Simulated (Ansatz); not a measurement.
The system is TaN.

```
Ta N
1.0
     0.00000    2.21132    2.21132
     2.21132    0.00000    2.21132
     2.21132    2.21132    0.00000
Ta N
1 1
Direct
  0.50000 0.50000 0.50000
  0.00000 0.00000 0.00000
```

The cell comes from a database or a generator and needn't be the stable form of this composition.

- Program: Ansatz 0.2.0
- Task: relaxation of cell and atoms
- Functional: PBE
- Dispersion: D4
- Potentials or basis: all-electron LAPW, scalar-relativistic
- Basis error allowed: 0.001 eV/atom
- k mesh: 10 × 10 × 10
- Occupations: fermi-dirac, width 0.05 eV
- Spin: no spin polarisation

At the start: volume 10.81 Å³/atom.

Q: Where does the relaxation end?

A: Over 5 steps the energy falls by 4.1 meV/atom and the volume is 10.61 Å³/atom (-1.9 %); space group Fm-3m (No. 225, to 0.05 Å).

The path:
```csv
step,energy change (eV),largest force (eV/Å),volume (Å³)
1,0.0000,0.0000,21.63
2,-0.0067,0.0000,21.04
3,-0.0082,0.0000,21.22
4,-0.0082,0.0000,21.21
5,-0.0082,0.0000,21.21
```

Final structure:
```xyz
2
Lattice="0.0000 2.1972 2.1972 2.1972 0.0000 2.1972 2.1972 2.1972 0.0000" Properties=species:S:1:pos:R:3 pbc="T T T"
Ta    2.1972    2.1972    2.1972
N     0.0000    0.0000    0.0000
```
